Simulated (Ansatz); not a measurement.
Input of an Ansatz 0.2.0 run:

The input run.py:

```python
import json

import ase.io
import numpy as np

import ansatz as az

atoms = ase.io.read("ZrS2.cif")
atoms.info.pop("occupancy", None)

calculation = (
    az.Crystal.from_ase(atoms)
    .calculation()
    .kpoints(8, 8, 5)
    .functional("rpbe", dispersion="d3bj")
    .pseudopotentials(kind="paw", source="jth")
    .scf(extra_bands=12)
    .occupations(method="gaussian", width=0.1)
    .optics(energy_range=(0.0, 14.0), broadening_width=0.1, nscf_kmesh=(11, 11, 7))
    .band_table(publish=True)
)
outcome = calculation.run(threads=2, events_out="events.jsonl")

report = outcome.report
for line in open("events.jsonl"):
    event = json.loads(line)
    if event["event"] == "scf_iter":
        d = event["data"]
        print(f"SCF {d['iter']:3d}  HF = {d['harris_foulkes_ev']:.6f} eV  dr2 = {d['dr2_ev']:.2e} eV")
    elif event["event"] in ("relax_step", "md_step"):
        d = event["data"]
        print(f"{event['event']} {d['step']:3d}  E = {d['lagrangian_ev']:.6f} eV")
np.set_printoptions(precision=5, suppress=True, linewidth=110)
print("converged:", report["converged"], "after", report["n_iterations"], "iterations")
print(f"free energy {report['free_energy_ev']:.6f} eV, Fermi level {report['fermi_energy_ev']:.4f} eV")
for key in ("band_edges_ev", "magnetization_mub", "site_moments_mub", "site_moments_nc_mub", "forces_ev_ang",
                "stress_gpa", "kpoints_frac", "eigenvalues_ev"):
    if report.get(key) is not None:
        print(key, np.array(report[key]), sep="\n")
```

The input ZrS2.cif:

```cif
data_ZrS2
_cell_length_a 3.69138255
_cell_length_b 3.69138255
_cell_length_c 6.04107701
_cell_angle_alpha 90.00000000
_cell_angle_beta 90.00000000
_cell_angle_gamma 120.00000000
_space_group_name_H-M_alt 'P-3m1'
_space_group_name_Hall '-P 3 2"'
_space_group_IT_number 164
loop_
_space_group_symop_operation_xyz
'x,y,z'
'-x,-y,-z'
'-y,x-y,z'
'y,-x+y,-z'
'-x+y,-x,z'
'x-y,x,-z'
'y,x,-z'
'-y,-x,z'
'x-y,-y,-z'
'-x+y,y,z'
'-x,-x+y,-z'
'x,x-y,z'
loop_
_atom_site_label
_atom_site_type_symbol
_atom_site_symmetry_multiplicity
_atom_site_Wyckoff_symbol
_atom_site_fract_x
_atom_site_fract_y
_atom_site_fract_z
_atom_site_occupancy
Zr1 Zr 1 a 0.0000000000 0.0000000000 0.0000000000 1
S1 S 2 d 0.3333333333 0.6666666667 0.2379099700 1
```

Potentials or basis: JTH PAW.

Run with:

```bash
$ python run.py
```

**Question.** Estimate the band gap on the k mesh.

**Answer.** 1.11 eV, indirect (least direct gap 1.68 eV).

Dielectric function (mean over the directions given):
```tsv
energy (eV)	real part	imaginary part
0.30	9.68	0.00
0.70	10.07	0.00
1.20	11.35	0.00
1.70	17.12	1.42
2.10	15.57	9.59
2.60	0.78	14.96
3.10	1.53	4.94
3.60	4.55	2.78
4.00	7.38	4.41
4.50	6.08	5.13
5.00	7.40	8.36
5.40	3.60	11.13
5.90	0.95	8.85
6.40	-2.40	8.22
6.90	-2.49	4.53
7.30	-0.73	3.71
7.80	-0.30	3.34
8.30	-0.26	3.83
8.80	0.40	3.70
9.20	-0.42	4.00
9.70	-0.70	3.41
10.20	-1.63	3.17
10.60	-0.97	2.55
11.10	-0.74	2.11
11.60	-0.34	2.10
12.10	-0.43	2.41
12.50	-0.40	2.69
13.00	-1.53	2.76
13.50	-2.00	1.65
14.00	-1.52	1.04
```

Caveat: odd divisions of the mesh miss points on the zone boundary, where band edges often lie, so the gap on the mesh can be too wide; spectra need much finer meshes, so this one isn't converged; independent-particle spectra lack excitons.

The gap isn't set beside the measured one, since this odd mesh misses points on the zone boundary.
